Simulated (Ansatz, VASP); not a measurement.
## CoO: VASP beside Ansatz

```xyz
2
Lattice="-1.4798 1.4798 2.0773 1.4798 -1.4798 2.0773 1.4798 1.4798 -2.0773" Properties=species:S:1:pos:R:3 pbc="T T T"
Co    0.0000    0.0000    0.0000
O     0.0000    0.0000    2.0773
```

Alike in both runs: functional PBEsol; k mesh 10 × 10 × 10; occupations gaussian, width 0.1 eV; collinear spin.

Ansatz relaxed the structure, and its values are those at the end. VASP's run is a single point on that final structure, the one shown.

|  | VASP | Ansatz |
| --- | --- | --- |
| version | VASP 6.6.1 | Ansatz 0.2.0 |
| potentials or method | VASP PAW PBE potentials, release 64 (Co, O) | scalar-relativistic, plane waves, PAW |
| plane-wave cutoff (eV) | 520 | 420 |
| valence electrons in the cell | 15 | 23 |

|  | VASP | Ansatz | Ansatz less VASP |
| --- | --- | --- | --- |
| gap on the k mesh at the Fermi level (eV) | none | none | - |
| pressure (GPa) | -1.1 | -0.3 | +0.80 |
| net moment per atom (μB) | 1.40 | 1.42 | +0.019 |
| size of the moment on the site where the two differ most (μB) | 2.46 | 2.39 | -0.066 |

Site moments also hang on the region over which each program counts them. A gap of «none» marks a metal or a gap that the smearing closes. With one functional, cell and mesh, what is left measures potentials, basis and numerics. The two sets of potentials don't hold the same shells in valence.

Caveats: the PAW data sets were made with another functional, which shifts forces and pressure a little (VASP); a cell with one magnetic atom can't hold antiferromagnetic order, which such compounds often take; semilocal functionals often make such compounds metallic where correlation or magnetic order opens a gap, which also shifts bond lengths.
